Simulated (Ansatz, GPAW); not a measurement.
# Ballistic transport through pyrimidine-2,5-dithiol between two Al chains, from relaxation to T(E), part 2 of 4

Wanted: T(E) of pyrimidine-2,5-dithiol between two Al chains at a relaxed geometry in two programs, beside the unrelaxed structure.

GPAW 26.7.0 and Ansatz 0.2.0; Ansatz plane waves; relaxation of the junction with the lead ends held; PAW set soft_1 (the session's first sound run).

So far. Step 2 (Relaxation): The relaxation lowered the energy of the cell by 2.11 eV.

**3. Plane-wave reference (PBE)**

A plane-wave run comes first: its basis does not favour the atoms, so it serves as the reference for the orbital bases.

This step: Ansatz plane waves; Landauer transmission by layers, zero bias; PAW set soft_1 (Ansatz 0.2.0).

Contents of input.yaml:

```yaml
crystal:
  lattice:
    - [14.4145223817, 0.0, 0.0]
    - [0.0, 9.0, 0.0]
    - [0.0, 0.0, 38.9919256656]
  atoms:
    - { symbol: Al, position: [0.5, 0.5, 0.0307756024] }
    - { symbol: Al, position: [0.5, 0.5, 0.0923268071] }
    - { symbol: Al, position: [0.5, 0.5, 0.1538780119] }
    - { symbol: Al, position: [0.5, 0.5, 0.2154292166] }
    - { symbol: Al, position: [0.5, 0.5, 0.2769804213] }
    - { symbol: Al, position: [0.5183195715, 0.37347621, 0.3373243395] }
    - { symbol: Al, position: [0.4642549844, 0.5086772832, 0.3951106299] }
    - { symbol: S, position: [0.3126147666, 0.4781369724, 0.4131491717] }
    - { symbol: C, position: [0.3718978285, 0.4946724728, 0.4520313536] }
    - { symbol: "N", position: [0.4669071109, 0.4957180136, 0.4480747062] }
    - { symbol: "N", position: [0.3293895832, 0.5092140763, 0.4821808483] }
    - { symbol: C, position: [0.5202228188, 0.507770086, 0.476511124] }
    - { symbol: C, position: [0.3827536204, 0.5234011869, 0.5099702858] }
    - { symbol: H, position: [0.5952603244, 0.5075048535, 0.4727631106] }
    - { symbol: H, position: [0.3462883234, 0.5385048471, 0.5343587538] }
    - { symbol: C, position: [0.4808492432, 0.5213534733, 0.5092974826] }
    - { symbol: S, position: [0.5519206396, 0.546900035, 0.546049415] }
    - { symbol: Al, position: [0.4674621165, 0.4711172182, 0.5942195607] }
    - { symbol: Al, position: [0.5490087337, 0.5293730379, 0.6574866292] }
    - { symbol: Al, position: [0.5, 0.5, 0.7230195787] }
    - { symbol: Al, position: [0.5, 0.5, 0.7845707834] }
    - { symbol: Al, position: [0.5, 0.5, 0.8461219881] }
    - { symbol: Al, position: [0.5, 0.5, 0.9076731929] }
    - { symbol: Al, position: [0.5, 0.5, 0.9692243976] }
kpoints:
  mp_grid: { grid: [1, 1, 2] }
hamiltonian:
  xc: pbe
  pseudopotentials: { kind: paw, azcp: { folder: soft_1 } }
scf:
  occupations: { method: fermi_dirac, width: 0.1 }
output:
  transmission:
    leads: [[0, 1]]
    e_range: [-2, 2]
    de: 0.025
    kmesh: [1, 1]
    reduced_basis: true
  write_potential: true
  write_density: true
  volumetric_format: npy
  elf: true
```

Started as:

```sh
> ansatz run input.yaml --threads 4 --pin off --max-ram 8192MiB --backend cpu --events-out ev --progress --plain --runs-dir out
```

Numbers of over 12 decimals in the logs are rounded to 6 here.

Log:

```text
[...]
Crystal: 24 atoms, lattice volume = 5058.450 Å³
Basis set: ecut = 420 eV, 98769 PW (Γ)
Bands: 65, of which v1, the nominal top of the filled ones, is band 41 counted from 1 (40 counted from 0)
Symmetry: 1 space group operations
[...]
k-points: 2
[...]
SCF iter   1: F=—  HF=-11116.771075 eV  |F-HF|=—  |Δ(HF+E_count)|=         —  Δρ=2.21e-2  dr2=6.32e1  ethr=3.10e-3  ⟨swp⟩=9.5  Hψ=819  notcnv=0
[...]
SCF iter  15: F=-11107.406780 eV  HF=-11107.406780 eV  |F-HF|=5.06e-8  |Δ(HF+E_count)|=   1.18e-9  Δρ=7.87e-7  dr2=7.32e-8  ethr=1.22e-10  ⟨swp⟩=23.0  Hψ=699  notcnv=0
SCF 1 converged in 15 iterations: F = -11107.406780 eV  dr2 = 7.32e-8
[...]
transmission: 5 of 49 steps passed
transmission: 10 of 49 steps passed
[...]
transmission: 49 of 49 steps passed
WARN: The output density's exchange-correlation potential varies sharply where the density is thin. Do not read a vacuum level from v_tot or v_xc, or from such a field of the output density. On a cell that repeats whose density bears no net charge and no dipole along the vacuum's axis use v_es (v_loc + v_h of the components); under efield.dipole_correction with no amplitude use v_es + v_field, which holds any externa [...]
SCF converged after 15 iterations
Free energy (F): -11107.406780 eV
[...]
Internal energy: -11106.784214 eV  (E = F + TS)
E sigma→0 (E₀):  -11107.095497 eV
Entropy (-TS):   -0.622567 eV (-25.940 meV/atom)
Fermi energy:    -3.317492 eV
[...]
--- Band table (eV) ---
  k-point 0: bands = [... 37 lower, -3.6545, -3.5444, -3.5112, -3.3514, -3.3115, -3.1385, -3.0496, -2.8229, ... 20 higher]
  k-point 1: bands = [... 37 lower, -3.6546, -3.5403, -3.5113, -3.3630, -3.3108, -3.1053, -3.0560, -2.9111, ... 20 higher]
--- Transmission ---
  basis      : 1139 plane waves across, 49 finite elements along
  points     : 1, standing for a mesh of 1 x 1
  filling    : by the input's occupations and mesh, since the crystals that have channels conduct as metals do. If one of these is a semiconductor, that mesh has misplaced its level
  energies   : 161 from -2.000000 to 2.000000 eV about the Fermi level, 0.025000 eV apart; the leads are filled to 0.000000 eV, and channels, transmission and decay are at 0.000000 eV
  crystal 0  : Al1, at the sites [0, 1], period 2.4000 Å, over 24.00 Å; its Hamiltonian steps by up to 11.0 meV
    offset         : up to 0.0000 Å between an atom of the period and one for which it stands
    filled         : 12.8 meV over the level at which it is neutral
    channels       : 2.000000e0 a spin
    conductance    : 1.1945e14 S/m² at 300 K; may be off by some 0.0 % by where its bands' edges are placed, 0.0 % from the distance to neutral
  junction   : crystal 0 to crystal 0, 0.70 to 37.29 Å
    transmission   : 2.636804e-2 a spin
    conductance    : 1.6163e12 S/m² at 300 K (1.6161e12 on every other energy)
    error estimate : 0.0 % from the energy spacing and 0.0 % from band edges of the leads and from resonances (wavevectors taken as independent; lower de), 11.3 % from the steps of its leads' Hamiltonians or their offsets (lay more layers), 6.4 % from the distance to neutral
    resistance     : 6.1034e-1 Ω µm² beyond half of each lead's own
```

It took 2.5 h on 4 threads of Arm Neoverse V1, shared host; peak memory 6.8 GiB.

Numbers from this step:

| Property | Result |
| --- | --- |
| free energy | -11107.4068 eV |
| lead level | 0 eV from the Fermi level |
| transmission at the Fermi level (one spin) | 0.02637 |
| open channels of the lead at the Fermi level (one spin) | 2 |
| step of the potential along the lead | 11 meV |
| offset of the lead | 0 Å |
| filling of the lead less its bulk value, in size | 12.8 meV |
| conductance | 0.02706 G₀ |

One spin. Transmission, zone mean against energy, zero at the Fermi level:

energy (eV), transmission, zone mean and a bar:
```
   -2.000       0.03 #
   -1.800       0.07 ##
   -1.600       0.02 #
   -1.400       0.01 
   -1.200       0.00 
   -1.000       0.00 
   -0.800       0.00 
   -0.600       0.00 
   -0.400       0.00 
   -0.200       0.01 
    0.000       0.03 #
    0.200       0.08 ##
    0.400       0.35 ##########
    0.550       0.79 #######################
    0.600       0.71 ####################
    0.800       0.30 #########
    1.000       0.18 #####
    1.200       0.14 ####
    1.400       0.34 ##########
    1.600       1.03 ##############################
    1.625       1.05 ##############################
    1.800       0.93 ###########################
    2.000       0.82 ########################
```

One spin. Table of open channels, zone mean by energy, zero at the Fermi level:

```tsv
energy (eV)	open channels, zone mean
-2.000	1
-1.900	1
-1.800	1
-1.700	1
-1.600	1
-1.500	1
-1.400	1
-1.300	1
-1.200	0
-1.100	0
-1.000	0
-0.900	0
-0.800	0
-0.700	0
-0.600	0
-0.500	0
-0.400	0
-0.300	2
-0.200	2
-0.100	2
0.000	2
0.100	2
0.200	2
0.300	2
0.400	2
0.500	2
0.600	2
0.700	2
0.800	2
0.900	2
1.000	3
1.100	3
1.200	3
1.300	3
1.400	3
1.500	3
1.600	3
1.700	3
1.800	3
1.900	3
2.000	3
```

Crystal 0, spin -, k parallel (0, 0); distinct values, listed up to 1.5 1/Å. The Im kz of the slowest decaying states by energy, zero at the Fermi level:

```tsv
energy (eV)	decay 1 (Å⁻¹)	decay 2 (Å⁻¹)	decay 3 (Å⁻¹)	decay 4 (Å⁻¹)
-2.000	0.671	0.673	1.17	1.26
-1.800	0.627	0.630	1.15	1.24
-1.600	0.581	0.583	1.12	1.22
-1.400	0.530	0.533	1.10	1.20
-1.200	0.0355	0.474	0.477	1.07
-1.000	0.0787	0.411	0.414	1.05
-0.800	0.0997	0.335	0.340	1.02
-0.600	0.112	0.237	0.243	0.999
-0.400	0.00913	0.0523	0.119	0.973
-0.200	0.121	0.945	1.06	1.09
0.000	0.119	0.917	1.03	1.07
0.200	0.113	0.888	1.01	1.04
0.400	0.101	0.858	0.982	1.02
0.600	0.0838	0.827	0.955	0.993
0.800	0.0538	0.794	0.927	0.966
1.000	0.760	0.898	0.938	0.971
1.200	0.725	0.869	0.909	0.943
1.400	0.688	0.838	0.879	0.915
1.600	0.648	0.806	0.849	0.886
1.800	0.606	0.773	0.817	0.856
2.000	0.560	0.738	0.784	0.824
```

Crystal 0, spin -, k parallel (0, 0). The Re kz of states that move upwards by energy, zero at the Fermi level:

```tsv
energy (eV)	channel 1 (Å⁻¹)	channel 2 (Å⁻¹)	channel 3 (Å⁻¹)
-2.000	1.13	-	-
-1.900	1.15	-	-
-1.800	1.16	-	-
-1.700	1.18	-	-
-1.600	1.20	-	-
-1.500	1.22	-	-
-1.400	1.24	-	-
-1.300	1.27	-	-
-1.200	-	-	-
-1.100	-	-	-
-1.000	-	-	-
-0.900	-	-	-
-0.800	-	-	-
-0.700	-	-	-
-0.600	-	-	-
-0.500	-	-	-
-0.400	-	-	-
-0.300	0.159	0.167	-
-0.200	0.231	0.237	-
-0.100	0.286	0.290	-
0.000	0.331	0.335	-
0.100	0.371	0.375	-
0.200	0.408	0.411	-
0.300	0.441	0.444	-
0.400	0.472	0.474	-
0.500	0.501	0.503	-
0.600	0.528	0.530	-
0.700	0.554	0.556	-
0.800	0.579	0.581	-
0.900	0.603	0.605	-
1.000	-1.26	0.626	0.627
1.100	-1.24	0.648	0.650
1.200	-1.22	0.669	0.671
1.300	-1.20	0.690	0.692
1.400	-1.19	0.710	0.712
1.500	-1.17	0.730	0.731
1.600	-1.16	0.749	0.750
1.700	-1.15	0.767	0.769
1.800	-1.14	0.785	0.787
1.900	-1.12	0.803	0.805
2.000	-1.11	0.821	0.822
```

The electrostatic potential energy of an electron (with the applied field's), less the Fermi level, planar mean oscillates, so the rows of the table below give means over windows of 2.31 Å about each position, cut where the curve ends. Its first 14 maxima inside the range that stand out by 2 % of the span (Å: eV): 2.5: 3.99, 4.8: 3.99, 7.2: 3.98, 9.5: 3.91, 12.0: 3.84, 14.3: 3.74, 16.9: 3.35, 18.1: 2.95, 19.2: 3.19, 20.5: 3.35, 22.2: 3.59, 24.4: 3.75, 27.0: 3.81, 29.5: 3.91. Its first 14 minima: 1.4: 3.58, 3.3: 3.57, 5.8: 3.57, 8.7: 3.54, 11.1: 3.47, 13.4: 3.43, 15.9: 2.62, 17.6: 2.63, 18.6: 2.58, 19.9: 2.70, 21.1: 3.05, 22.8: 3.35, 26.0: 3.33, 27.9: 3.41.

Table of electrostatic potential energy of an electron (with the applied field's), less the Fermi level, planar mean by z; means over each step:

```tsv
z (Å)	electrostatic potential energy of an electron (with the applied field's), less the Fermi level, planar mean (eV)
1.16	3.72
3.46	3.72
5.77	3.72
8.08	3.70
10.39	3.63
12.70	3.59
15.01	3.27
17.32	2.93
19.63	2.96
21.94	3.32
24.25	3.51
26.56	3.55
28.87	3.62
31.18	3.71
33.49	3.72
35.80	3.72
38.11	3.67
```

The valence density, planar mean by z:

```tsv
z (Å)	valence density, planar mean (e/Å³)
0	0.0110
1	0.00812
2	0.0106
3	0.00980
4	0.00889
5	0.0109
6	0.00794
7	0.0110
8	0.00888
9	0.0101
10	0.0103
11	0.00852
12	0.0108
13	0.00892
14	0.0109
15	0.0159
16	0.0371
17	0.0448
18	0.0577
19	0.0645
20	0.0511
21	0.0377
22	0.0223
23	0.00891
24	0.0100
25	0.00974
26	0.00832
27	0.00933
28	0.00823
29	0.0105
30	0.0101
31	0.00895
32	0.0110
33	0.00791
34	0.0109
35	0.00885
36	0.00985
37	0.0106
38	0.00815
```

Electrostatic potential energy in the ca plane at fractional y = 0.500, with atoms of Al and S and C and N and H within 0.2 Å of it. With pseudopotentials it is smooth inside the atoms' cores, unlike the true potential.

Ten even steps from '0' (-38 eV) to '9' (1 eV), each cell a mean:
```
99999999999999999999999999999999999999999999
99999999999999999999999999999999999999999999
99999999999999999999999999999999999999999999
99999999999999999999999999999999999999999999
99999999999999999999999999999999999999999999
99999999999999999999999999999999999999999999
99999999999999999999999999999999999999999999
99999999999999999999999999999999999999999999
99999999999999999999999999999889999999999999
98889999889999999999999999998227999864468999
75557886556898888899888899987213788610027888
47975765885688878887555688643000322442257555
56765765675689888885698465000345200378886488
86678887667899999986565576202688622689987555
99999999999999999998776676200366300278998877
99999999999999999999862013200000122556899999
99999999999999999999840002777511488888999999
99999999999999999999974346899999999999999999
99999999999999999999999999999999999999999999
99999999999999999999999999999999999999999999
99999999999999999999999999999999999999999999
99999999999999999999999999999999999999999999
99999999999999999999999999999999999999999999
99999999999999999999999999999999999999999999
```
Columns run along c (16.0 Å, from fractional 0.20 to 0.61 of the cell; values clipped at the 3rd and 97th percentile), rows up along a (14.4 Å). Atoms in or near the plane, at fractional coordinates: Al at (0.22, 0.50), Al at (0.28, 0.50), Al at (0.40, 0.46), S at (0.41, 0.31), C at (0.45, 0.37), N at (0.45, 0.47), N at (0.48, 0.33), C at (0.48, 0.52), H at (0.47, 0.60), C at (0.51, 0.48).

ELF in the ca plane at fractional y = 0.500, with atoms of Al and S and C and N and H within 0.2 Å of it. It is the smooth field of the valence electrons, not physical close to the nuclei.

Ten even steps from '0' (0.00 × 1e-1) to '9' (9.97 × 1e-1), each cell a mean:
```
00000000000000000000000000000000000000000000
00000000000000000000000000000000000000000000
00000000000000000000000000000000000000000000
00000000000000000000000000000000000000000000
00000000000000000000000000000000000000000000
00000000000000000000000000000000000000011211
00000000000000000000000000000111000000134554
11111100000000000000047630002555310000367887
33333321000000110000289994005888751001589999
66667653211234542000189996005899874102689987
85468886434688874111137875325755786324799733
72438987557899743577666238747866888425999842
83348986447896321688347556535644675123898754
87678874224663222235775113787410146567997421
65666642001124788535435546525763027999997310
33333310000015786468638636748998204899986200
11111100000015773257426767623797201478864100
00000000000014788886204899610122000135531000
00000000000002578875101577510000000011210000
00000000000000235542000134200000000000000000
00000000000000001110000000000000000000000000
00000000000000000000000000000000000000000000
00000000000000000000000000000000000000000000
00000000000000000000000000000000000000000000
```
Columns run along c (16.0 Å, from fractional 0.26 to 0.67 of the cell), rows up along a (14.4 Å). Atoms in or near the plane, at fractional coordinates: Al at (0.28, 0.50), Al at (0.40, 0.46), S at (0.41, 0.31), C at (0.45, 0.37), N at (0.45, 0.47), N at (0.48, 0.33), C at (0.48, 0.52), H at (0.47, 0.60), C at (0.51, 0.48).

Valence density in the ca plane at fractional y = 0.500, with atoms of Al and S and C and N and H within 0.2 Å of it. It is the smooth field of the valence electrons, not physical close to the nuclei.

Ten steps, logarithmic in the rise over the least value, from '0' (0.0 e/Å³) to '9' (3.4 e/Å³), each cell a mean:
```
00000000000000000000000000000000000000000000
00000000000000000000000000000000000000000000
00000000000000000000000000000000000000000000
00000000000000000000000000000000000000000000
00000000000000000000000000000000000000000000
00000000000000000000000000000000000000000000
00000000000000000000000000000000000000000000
00000000000000000000000011000000000111100000
00000000000000013431112334321000112222221111
21111111110000136864224567653111223333333222
33222233322222357886545777764323334432344443
43333444333456788888877777765433444433344443
33333444223569998777887654444323443333333443
22112333334457997546787532233333432211122233
10001123456567888777888653222333321100001111
00000013577777888999877764211111110000000000
00000013577676557998644432100000000000000000
00000002467764323555311000000000000000000000
00000000233432101111000000000000000000000000
00000000000100000000000000000000000000000000
00000000000000000000000000000000000000000000
00000000000000000000000000000000000000000000
00000000000000000000000000000000000000000000
00000000000000000000000000000000000000000000
```
Columns run along c (16.0 Å, from fractional 0.32 to 0.73 of the cell), rows up along a (14.4 Å). Atoms in or near the plane, at fractional coordinates: Al at (0.40, 0.46), S at (0.41, 0.31), C at (0.45, 0.37), N at (0.45, 0.47), N at (0.48, 0.33), C at (0.48, 0.52), H at (0.47, 0.60), C at (0.51, 0.48), Al at (0.72, 0.50).

The largest of the program's own error estimates on the conductance is 11 %. T at the Fermi level is 0.0264 of 2 open channels a spin.

(Part 2 of 4 ends here.)

[Logs are printed without paths, hosts, clocks, repeated set-up lines and the standing remarks that a program may print on its own settings, such as how far it seeks lower states.]

[Hosts, paths, dates, database ids (printed as entryN), source tags and the programs' standing remarks are cut or masked in the printed files.]
